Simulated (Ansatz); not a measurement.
Take AlSb in the zinc blende structure (space group F-43m, No. 216; a = 6.157 Å) as the base.

Computed with Kohn–Sham DFT with the PBEsol functional, run in Ansatz (a quantum-chemistry and plane-wave program) with PAW and 420 eV plane waves, no spin-orbit coupling.

One change was made to it. Results:

The valley order (the lowest conduction-band minima on the path, energy above the VBM, named in the base's zone) changes from a point along ⟨100⟩, about 0.9 Å⁻¹ from Γ 1.14 eV; L along ⟨111⟩ 1.28 eV; Γ 1.47 eV to X along ⟨100⟩ 1.00 eV; L along ⟨111⟩ 1.50 eV; Γ 2.09 eV; the hole mass (degenerate bands, along [100]) goes from 0.086, 0.35, 0.35 mₑ (at Γ) to 0.11, 0.33, 0.33 mₑ (at Γ); the volume per atom falls by 2.193 Å³, from 29.18 Å³ to 26.98 Å³.

Question: Which of these changes matches the shifts?
A) pressure 0.7 GPa
B) pressure 0.3 GPa
C) pressure 5 GPa
D) pressure −2 GPa

Answer: C, pressure 5 GPa. For comparison, the valley order in the other runs: pressure 0.7 GPa gives a point along ⟨100⟩, about 0.9 Å⁻¹ from Γ 1.12 eV; L along ⟨111⟩ 1.31 eV; Γ 1.57 eV; pressure −2 GPa gives Γ 1.16 eV; L along ⟨111⟩ 1.16 eV; a point along ⟨100⟩, about 0.9 Å⁻¹ from Γ 1.20 eV; pressure 0.3 GPa gives a point along ⟨100⟩, about 0.9 Å⁻¹ from Γ 1.13 eV; L along ⟨111⟩ 1.29 eV; Γ 1.51 eV.

Spin-orbit coupling, missing from the scalar runs, can matter with Sb. The levels and masses belong to the bands next to the band gap. Load acts through the strain it causes; cell and atoms are relaxed under it. Effective masses come from finite differences of ±0.01 Å⁻¹. No phonon test of stability was made. Tetrahedral semiconductors of this kind turn to denser phases somewhere between about 1 and 50 GPa; those were not computed, so compressed cells here can lie past the real transition.
